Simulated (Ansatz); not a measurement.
## Na under changes of volume

One of the cells (37.614 Å³/atom); the others are scaled copies at fixed shape and fractional positions:

```
Na
1.0
    -1.88829    1.88829    2.63728
     1.88829   -1.88829    2.63728
     1.88829    1.88829   -2.63728
Na
1
Direct
  0.00000 0.00000 0.00000
```

This isn't the form of Na at room conditions, which is bcc.

| Item | Value |
| --- | --- |
| Program | Ansatz 0.2.0 |
| Functional | PBE |
| Potentials or basis | Ansatz PAW |
| Cutoff | 420 eV (not typed: the program's choice for these potentials) |
| k mesh | 10 × 10 × 10 |
| Occupations | fermi-dirac, width 0.05 eV |
| Spin | no spin polarisation |

```csv
volume (Å³/atom),energy over the lowest point (meV/atom),pressure (GPa)
35.357,1.97,0.4
36.110,0.57,0.2
36.862,0.00,0.0
37.614,?,?
38.367,1.06,-0.3
39.119,2.56,-0.4
39.871,4.62,-0.5
```

**Question.** What does the run at 37.614 Å³/atom give?

**Answer.** Energy over the lowest point 0.19 meV/atom; pressure -0.1 GPa.

Worked out: A Birch-Murnaghan fit of order 3 (a polynomial in V^(-2/3)) to the other rows has its minimum at 37.04 Å³/atom with B0 = V·E''(V) = 7.7 GPa and B' = 3.7 at fixed shape and positions, which overstates the stiffness. It gives 0.19 meV/atom at 37.614 Å³/atom, against the run's 0.19, and -dE/dV = -0.1 GPa, against -0.1.

Energies are extrapolated to zero smearing.
